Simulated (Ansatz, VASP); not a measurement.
## ZnS: VASP beside Ansatz

```
CELL_PARAMETERS angstrom
0.00000 2.70465 2.65056
2.70465 0.00000 2.65056
2.70465 2.70465 0.00000
ATOMIC_POSITIONS crystal
Zn 0.00000 0.00000 0.00000
S 0.75000 0.75000 0.75000
```

Change from the starting cell: zz strain of -2 %.

Alike in both runs: task single point; functional PBE; k mesh 8 × 8 × 8; occupations fermi-dirac, width 0.01 eV; no spin polarisation.

```csv
,VASP,Ansatz
version,VASP 6.6.1,Ansatz 0.2.0
potentials or method,"VASP PAW PBE potentials, release 64 (Zn, S), cutoff 520 eV","all-electron LAPW, scalar-relativistic"
```

VASP gave:

| Item | Value |
| --- | --- |
| gap on the k mesh at the Fermi level (eV) | 2.14 |
| pressure (GPa) | 3.1 |
| largest component of the traceless stress (GPa) | 0.51 |

**Question.** What did Ansatz give for the same quantities?

**Answer.** gap on the k mesh at the Fermi level (eV): 2.14; pressure (GPa): 3.0; largest component of the traceless stress (GPa): 0.51.

Ansatz ran all-electron here, so the differences hold the error of VASP's frozen core and of both bases.
